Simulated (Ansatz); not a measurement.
Lu (simple hexagonal type), DFT, PBE, all-electron LAPW, scalar-relativistic (Ansatz 0.2.0), on 1 thread of Arm Neoverse V1 (shared host).

Command: `ansatz run input.yaml --threads 1 --pin off --max-ram 2048MiB --backend cpu --events-out ev --progress --plain --runs-dir out`

```yaml
crystal:
  lattice:
    - [3.2598962382, 0.0, 0.0]
    - [-1.6299481191, 2.823152956, 0.0]
    - [0.0, 0.0, 3.2009422963]
  atoms:
    - { symbol: Lu, position: [0.0, 0.0, 0.0] }
kpoints:
  mp_grid: { grid: [13, 13, 12] }
  band_path:
    path:
      - [0.0, 0.0, 0.0]
      - [0.5, 0.0, 0.0]
      - [0.3333333333, 0.3333333333, 0.0]
      - [0.0, 0.0, 0.0]
      - [0.0, 0.0, 0.5]
      - [0.5, 0.0, 0.5]
      - [0.3333333333, 0.3333333333, 0.5]
      - [0.0, 0.0, 0.5]
      - [0.5, 0.0, 0.5]
    npoints: 8
scf:
  occupations: { method: fermi_dirac, width: 0.08 }
hamiltonian:
  xc: pbe
  pseudopotentials: { kind: all_electron, lapw: { basis_error: 0.001 } }
output:
  forces: true
  stress: true
  eigenvalues: true
  populations: true
  dos: { projected: true, de: 0.2, e_range: [-14, 8] }
```

Q: How large is the problem that the program sets up?

A: 147 irreducible k-points, 199 plane waves at Γ, 22 bands.

Q: About how long does it take?

A: 20 s of wall time for 7 SCF iterations. Times on shared machines scatter by tens of per cent.
